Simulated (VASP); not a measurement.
# GaN (Fm-3m) in VASP: settings compared

Aim: see how the results for GaN move with the level of theory and the settings. Levels: PBEsol, r2SCAN. Tasks: single point.

Program: VASP 6.6.1. These are calculated values, not measurements. Logs are shortened: lines on timing, memory, paths and dates and some standing lists are left out, and cuts for length are marked.

### 1 The crystal as given

The structure is cubic, space group Fm-3m (No. 225). The conventional cell has a = 4.222 Å, b = 4.222 Å, c = 4.222 Å, α = 90.00°, β = 90.00°, γ = 90.00°. Ga (site symmetry m-3m) is surrounded by 6 N at 2.11 Å. N (site symmetry m-3m) is surrounded by 6 Ga at 2.11 Å.

Measurements of this composition are mostly on another form, of space group No. 186.

### 2 Single point, PBEsol

The input, INCAR:

```
SYSTEM = GaN
ALGO     = Fast           ! electronic algorithm
EDIFF    = 1E-6           ! SCF threshold, eV
ENCUT    = 520            ! plane-wave cutoff, eV
GGA      = PS             ! functional
ISIF     = 2              ! what is computed and relaxed
ISMEAR   = 0              ! smearing method
LASPH    = .TRUE.         ! aspherical terms in the spheres
LCHARG   = .FALSE.        ! write CHGCAR
LREAL    = .FALSE.        ! projectors in reciprocal space
LWAVE    = .FALSE.        ! write WAVECAR
NELM     = 60             ! most SCF steps
PREC     = Accurate       ! precision mode
SIGMA    = 0.5            ! smearing width, eV
```

The input, KPOINTS:

```
k-points
0
G
  14 14 14
  0 0 0
```

The input, POSCAR:

```
GaN
1.0
    0.0000000000      2.1108000000      2.1108000000
    2.1108000000      0.0000000000      2.1108000000
    2.1108000000      2.1108000000      0.0000000000
Ga N
1 1
Direct
    0.0000000000      0.0000000000      0.0000000000
    0.5000000000      0.5000000000      0.5000000000
```

Potentials or basis: VASP PAW PBE potentials, release 64 (Ga_d, N).

The run is started by

```
> cat potpaw_PBE.64/Ga_d/POTCAR potpaw_PBE.64/N/POTCAR > POTCAR
> mpirun -np 1 vasp_std > vasp.out
```

OUTCAR:

```text
SYSTEM = GaN
   EDIFF = 1E-6
   ENCUT = 520
   GGA = PS
   ISIF = 2
   ISMEAR = 0
   LASPH = .TRUE.
   LREAL = .FALSE.
   NELM = 60
   PREC = Accurate

 ion  position               nearest neighbor table
   1  0.000  0.000  0.000-   2 2.11   2 2.11   2 2.11   2 2.11   2 2.11   2 2.11
   2  0.500  0.500  0.500-   1 2.11   1 2.11   1 2.11   1 2.11   1 2.11   1 2.11

  LATTYP: Found a face centered cubic cell.
 ALAT       =     4.2216000000

  Lattice vectors:

 A1 = (   0.0000000000,   2.1108000000,   2.1108000000)
 A2 = (   2.1108000000,   0.0000000000,   2.1108000000)
 A3 = (   2.1108000000,   2.1108000000,   0.0000000000)

Analysis of symmetry for initial positions (statically):
=====================================================================
 Subroutine PRICEL returns:
 Original cell was already a primitive cell.

 Routine SETGRP: Setting up the symmetry group for a
 face centered cubic supercell.

 Subroutine GETGRP returns: Found 48 space group operations
 (whereof 48 operations were pure point group operations)
 out of a pool of 48 trial point group operations.

The static configuration has the point symmetry O_h .

Analysis of symmetry for dynamics (positions and initial velocities):
=====================================================================
 Subroutine PRICEL returns:
 Original cell was already a primitive cell.

 Routine SETGRP: Setting up the symmetry group for a
 face centered cubic supercell.

 Subroutine GETGRP returns: Found 48 space group operations
 (whereof 48 operations were pure point group operations)
 out of a pool of 48 trial point group operations.

The dynamic configuration has the point symmetry O_h .

 Subroutine INISYM returns: Found 48 space group operations
 (whereof 48 operations are pure point group operations),
 and found     1 'primitive' translations

----------------------------------------------------------------------------------------

                                     Primitive cell

  volume of cell :      18.8092

  direct lattice vectors                    reciprocal lattice vectors
     0.000000000  2.110800000  2.110800000    -0.236877013  0.236877013  0.236877013
     2.110800000  0.000000000  2.110800000     0.236877013 -0.236877013  0.236877013
     2.110800000  2.110800000  0.000000000     0.236877013  0.236877013 -0.236877013

  length of vectors
     2.985121987  2.985121987  2.985121987     0.410283022  0.410283022  0.410283022

  position of ions in fractional coordinates (direct lattice)
     0.000000000  0.000000000  0.000000000
     0.500000000  0.500000000  0.500000000

  ion indices of the primitive-cell ions
   primitive index   ion index
                 1           1
                 2           2

----------------------------------------------------------------------------------------

 KPOINTS: k-points

Automatic generation of k-mesh.
 Grid dimensions read from file:
 generate k-points for:   14   14   14

 Generating k-lattice:

  Cartesian coordinates                     Fractional coordinates (reciprocal lattice)
    -0.016919787  0.016919787  0.016919787     0.071428571  0.000000000  0.000000000
     0.016919787 -0.016919787  0.016919787     0.000000000  0.071428571  0.000000000
     0.016919787  0.016919787 -0.016919787     0.000000000  0.000000000  0.071428571

  Length of vectors
     0.029305930  0.029305930  0.029305930

  Shift w.r.t. Gamma in fractional coordinates (k-lattice)
     0.000000000  0.000000000  0.000000000

 Subroutine IBZKPT returns following result:
 ===========================================

 Found    104 irreducible k-points:

 Following reciprocal coordinates:
            Coordinates               Weight
  0.000000  0.000000  0.000000      1.000000
  0.071429  0.000000  0.000000      8.000000
  0.142857  0.000000  0.000000      8.000000
  0.214286  0.000000  0.000000      8.000000
  0.285714  0.000000  0.000000      8.000000
  0.357143  0.000000  0.000000      8.000000
[... 16 lines left out ...]
  0.214286  0.142857  0.000000     24.000000
  0.285714  0.142857  0.000000     24.000000
 [... further k-points ...]
   k-points           NKPTS =    104   k-points in BZ     NKDIM =    104   number of bands    NBANDS=     13
   number of dos      NEDOS =    301   number of ions     NIONS =      2
   total plane-waves  NPLWV =  13824
   dimension x,y,z NGX =    24 NGY =   24 NGZ =   24
   dimension x,y,z NGXF=    48 NGYF=   48 NGZF=   48
   ions per type =               1   1
   NGX,Y,Z   is equivalent  to a cutoff of  13.37, 13.37, 13.37 a.u.
   NGXF,Y,Z  is equivalent  to a cutoff of  26.73, 26.73, 26.73 a.u.
 SYSTEM =  GaN
   PREC   = accura    normal or accurate (medium, high low for compatibility)
   ISTART =      0    job   : 0-new  1-cont  2-samecut
   ICHARG =      2    charge: 1-file 2-atom 10-const
   ISPIN  =      1    spin polarized calculation?
   LNONCOLLINEAR =      F non collinear calculations
   LSORBIT =      F    spin-orbit coupling
   LASPH  =      T    aspherical Exc in radial PAW
   ENCUT  =  520.0 eV  38.22 Ry    6.18 a.u.   5.55  5.55  5.55*2*pi/ulx,y,z
   NELM   =     60;   NELMIN=  2; NELMDL= -5     # of ELM steps
   EDIFF  = 0.1E-05   stopping-criterion for ELM
   LREAL  =      F    real-space projection
   EDIFFG = 0.1E-04   stopping-criterion for IOM
   NSW    =      0    number of steps for IOM
   IBRION =     -1    ionic relax: 0-MD 1-quasi-New 2-CG
   NFREE  =      0    steps in history (QN), initial steepest desc. (CG)
   ISIF   =      2    stress and relaxation
   ISYM   =      2    0-nonsym 1-usesym 2-fastsym
   POTIM  = 0.5000    time-step for ionic-motion
   TEBEG  =    0.0;   TEEND  =   0.0 temperature during run
   PSTRESS=    0.0 pullay stress
   NELECT =      18.0000    total number of electrons
   NUPDOWN=      -1.0000    fix difference up-down
   EMIN   =  10.00;   EMAX   =-10.00  energy-range for DOS
   EFERMI =   0.00;   METHOD = LEGACY
   ISMEAR =     0;   SIGMA  =   0.50  broadening in eV -4-tet -1-fermi 0-gaus
   EFERMI_NEDOS =   21; number of points for ismear=-14 and -15
   IALGO  =     68    algorithm
   IMIX   =      4    mixing-type and parameters
     AMIX     =   0.40;   BMIX     =  1.00
     AMIX_MAG =   1.60;   BMIX_MAG =  1.00
  volume/ion in A,a.u.               =       9.40        63.47
  Fermi-wavevector in a.u.,A,eV,Ry     =   1.613276  3.048649 35.411317  2.602658
  Thomas-Fermi vector in A             =   2.708371
   LORBIT       =      0    0 simple, 1 ext, 2 COOP (PROOUT), +10 PAW based schemes
   GGA     = PS    functional components
   LHFCALC =     F    Hartree Fock is set to
   AEXX    =    0.0000 exact exchange contribution
   IVDW    =     0    specifies the selected vdW correction
   LEPSILON=     F    determine dielectric tensor
   LRPA    =     F    only Hartree local field effects (RPA)
 non-spin polarized calculation
 RMM-DIIS sequential band-by-band and
 Gauss-broadening in eV      SIGMA  =   0.50
  energy-cutoff  :      520.00
  volume of cell :       18.81
 maximum number of plane-waves:       531
 NGX is ok and might be reduce to    24
   NGX = 11   NGY = 11   NGZ = 11

 number of electron      18.0000009 magnetization

 Free energy of the ion-electron system (eV)
  ---------------------------------------------------
  ext. energy  EPLUGINS =         0.00000000
  ---------------------------------------------------
  free energy    TOTEN  =       -12.26151869 eV

  energy without entropy =      -12.25558720  energy(sigma->0) =      -12.25855294

 E-fermi :   8.4259     XC(G=0): -13.2998

 val. band max:        8.3537396671   @ k =   0.5000   0.5000   0.0000
 cond. band min:       8.7247277317   @ k =   0.4286   0.4286   0.0000
 fundamental gap:      0.3709880646
 Fermi energy:         8.4258799237

 k-point     1 :       0.0000    0.0000    0.0000
  band No.  band energies     occupation
      1      -9.5388      2.00000
      2      -6.1099      2.00000
      3      -6.1099      2.00000
      4      -6.1099      2.00000
      5      -6.0125      2.00000
      6      -6.0125      2.00000
      7       7.2872      1.99872
      8       7.2872      1.99872
      9       7.2872      1.99872
     10      10.0891      0.00000
     11      22.4435      0.00000
     12      22.4435      0.00000
     13      22.4436      0.00000

 k-point     2 :       0.0714    0.0000    0.0000
  band No.  band energies     occupation
      1      -9.4378      2.00000
      2      -6.1142      2.00000
      3      -6.1038      2.00000
      4      -6.1038      2.00000
      5      -6.0202      2.00000
      6      -6.0202      2.00000
      7       6.6066      2.00000
      8       7.2988      1.99857
      9       7.2988      1.99857
     10      10.6559      0.00000
     11      20.7559      0.00000
     12      22.0509      0.00000
     13      22.0524      0.00000

 k-point     3 :       0.1429    0.0000    0.0000
  band No.  band energies     occupation
      1      -9.1399      2.00000
      2      -6.1262      2.00000
      3      -6.1012      2.00000
      4      -6.1012      2.00000
      5      -6.0274      2.00000
      6      -6.0274      2.00000
      7       5.2615      2.00000
      8       7.3341      1.99798
      9       7.3341      1.99798
     10      11.6330      0.00000
     11      19.0019      0.00000
     12      20.9240      0.00000
     13      20.9242      0.00000
[... 305 lines left out ...]
 k-point    23 :       0.2143    0.1429    0.0000
  band No.  band energies     occupation
      1      -8.7089      2.00000
      2      -6.1615      2.00000
      3      -6.1155      2.00000
      4      -6.0575      2.00000
      5      -6.0245      2.00000
      6      -5.9735      2.00000
      7       4.6565      2.00000
      8       6.5962      2.00000
      9       6.7631      2.00000
     10      12.8324      0.00000
     11      17.5266      0.00000
     12      18.3900      0.00000
     13      20.7976      0.00000

 k-point    24 :       0.2857    0.1429    0.0000
  band No.  band energies     occupation
      1      -8.2563      2.00000
      2      -6.1796      2.00000
      3      -6.1300      2.00000
      4      -6.0818      2.00000
      5      -5.9441      2.00000
      6      -5.9368      2.00000
      7       3.3519      2.00000
      8       6.5105      2.00000
      9       6.7849      2.00000
     10      13.2649      0.00000
     11      16.3706      0.00000
     12      17.8870      0.00000
     13      20.1377      0.00000

 [... further k-points ...]

------------------------ aborting loop because EDIFF is reached ----------------------------------------

  FORCE on cell =-STRESS in cart. coord.  units (eV):
  Direction    XX          YY          ZZ          XY          YZ          ZX
  --------------------------------------------------------------------------------------
  -------------------------------------------------------------------------------------
  Total        0.0273708      0.0273708      0.0273708     -0.0000000     -0.0000000      0.0000000
  in kB        2.3314549      2.3314549      2.3314549     -0.0000000     -0.0000000      0.0000000
  external PRESSURE =       2.3314549 kB  Pullay stress =       0.0000000 kB

 VOLUME and BASIS-vectors are now :
 -----------------------------------------------------------------------------
  energy-cutoff  :      520.00
  volume of cell :       18.81
      direct lattice vectors                 reciprocal lattice vectors
     0.000000000  2.110800000  2.110800000    -0.236877013  0.236877013  0.236877013
     2.110800000  0.000000000  2.110800000     0.236877013 -0.236877013  0.236877013
     2.110800000  2.110800000  0.000000000     0.236877013  0.236877013 -0.236877013

 POSITION                                       TOTAL-FORCE (eV/Angst)
 -----------------------------------------------------------------------------------
      0.00000      0.00000      0.00000         0.000000      0.000000      0.000000
      2.11080      2.11080      2.11080         0.000000      0.000000      0.000000
 -----------------------------------------------------------------------------------
    total drift:                                0.000000     -0.000000     -0.000000

  FREE ENERGIE OF THE ION-ELECTRON SYSTEM (eV)
  ---------------------------------------------------
  free  energy   TOTEN  =       -12.2615186905 eV

  energy  without entropy=      -12.2555871963  energy(sigma->0) =      -12.25855294
```

It took 12 s on 1 thread of Intel Xeon Platinum 8559C (Emerald Rapids), shared host; peak memory 0.14 GiB.

Results:

```yaml
Free_energy: -12.2615 eV
Pressure: 0.2 GPa
Band_gap_on_the_k_mesh: 0.54 eV, indirect (least direct gap 2.80 eV)
```

Caveat: the PAW data sets were made with another functional, which shifts forces and pressure a little.

### 3 Single point, PBEsol

INCAR, as its differences from that of step 2:

```diff
@@ -3,3 +3,3 @@
 EDIFF    = 1E-6           ! SCF threshold, eV
-ENCUT    = 520            ! plane-wave cutoff, eV
+ENCUT    = 700            ! plane-wave cutoff, eV
 GGA      = PS             ! functional
@@ -13,2 +13,2 @@
 PREC     = Accurate       ! precision mode
-SIGMA    = 0.5            ! smearing width, eV
+SIGMA    = 0.02           ! smearing width, eV
```

KPOINTS is that of step 2.

POSCAR is that of step 2.

Potentials or basis: VASP PAW PBE potentials, release 64 (Ga_d, N).

The run is started by

```
> cat potpaw_PBE.64/Ga_d/POTCAR potpaw_PBE.64/N/POTCAR > POTCAR
> mpirun -np 1 vasp_std > vasp.out
```

Run time: 23 s. Hardware: 1 thread of Intel Xeon Platinum 8559C (Emerald Rapids), shared host; peak memory 0.19 GiB.

Results (log left out):

| Item | Value |
| --- | --- |
| Free energy | -12.2659 eV |
| Pressure | 0.0 GPa |
| Band gap on the k mesh | 0.53 eV, indirect (least direct gap 2.80 eV) |

Levels at points of the mesh, in eV from the valence-band top:
```
           k point  band 5  band 6  band 7  band 8  band 9  band 10  band 11  band 12  band 13
(0.00, 0.00, 0.00)  -13.84  -13.84   -0.53   -0.53   -0.53     2.27    14.62    14.62    14.62
(0.50, 0.00, 0.00)  -13.70  -13.70   -8.34   -0.17   -0.17     4.61     9.00     9.00     9.43
(0.50, 0.50, 0.00)  -13.64  -10.90   -7.24   -3.10   -3.10     0.53     7.68    11.89    14.46
```

Caveat: the PAW data sets were made with another functional, which shifts forces and pressure a little. A k mesh can miss the band edges.

(Part 1 of 2 ends here.)
